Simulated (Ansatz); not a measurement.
The system is TaSi2.

```
Ta Si
1.0
     4.78000    0.00000    0.00000
    -2.39000    4.13960    0.00000
     0.00000    0.00000    6.56400
Ta Si
3 6
Cartesian
  -1.1950 2.0698 1.0940
  1.1950 2.0698 5.4700
  2.3900 0.0000 3.2820
  1.1949 0.6899 1.0940
  -1.1951 3.4497 5.4700
  2.3900 2.7599 3.2820
  1.1951 3.4497 1.0940
  3.5851 0.6899 5.4700
  0.0000 1.3797 3.2820
```

- Program: Ansatz 0.2.0
- Task: single point
- Functional: PBEsol
- Potentials or basis: Ansatz PAW
- Cutoff: 420 eV (not typed: the program's choice for these potentials)
- k mesh: 7 × 7 × 4
- Occupations: fermi-dirac, width 0.05 eV
- Spin: no spin polarisation

On this cell: pressure -1.3 GPa; largest force 0.745 eV/Å; band gap on the k mesh none (metal or under the smearing width).

The same run follows on a disturbed copy (atoms moved at random, drawn with an rms of 0.05 Å):

```
Ta Si
1.0
     4.78000    0.00000    0.00000
    -2.39000    4.13960    0.00000
     0.00000    0.00000    6.56400
Ta Si
3 6
Cartesian
  -1.1953 2.0655 1.0887
  1.1460 2.0753 5.4488
  2.4447 -0.0195 3.2837
  1.2473 0.7291 1.1032
  -1.1655 3.4665 5.4943
  2.3731 2.7114 3.2671
  1.1634 3.4278 1.1369
  3.6338 0.6673 5.4573
  -0.0144 1.3605 3.2564
```

Problem. What changes?

Solution. The energy (extrapolated to zero smearing) moves by +22.4 meV/atom; pressure -0.6 GPa; largest force 1.362 eV/Å; band gap on the k mesh none (metal or under the smearing width).

Forces in eV/Å, atoms in the order of the input:
```
Ta   0.203 -0.005 -0.109
Ta   0.940 -0.013  0.359
Ta  -1.176  0.013  0.242
Si  -0.974 -0.667 -0.056
Si  -0.994  0.324 -0.275
Si   0.337  0.983  0.214
Si   1.071  0.364 -0.759
Si   0.373 -0.215  0.265
Si   0.219 -0.783  0.119
```

Stress tensor (GPa, compression positive):
```
-1.18 -0.14 -0.25
-0.14 -1.81  0.21
-0.25  0.21  1.29
```

Caveats: the cell's inner coordinates are idealised or old, which leaves forces on the atoms; the PAW data sets come from PBE, with cores solved anew for the run's functional, which leaves a small shift of forces and pressure.
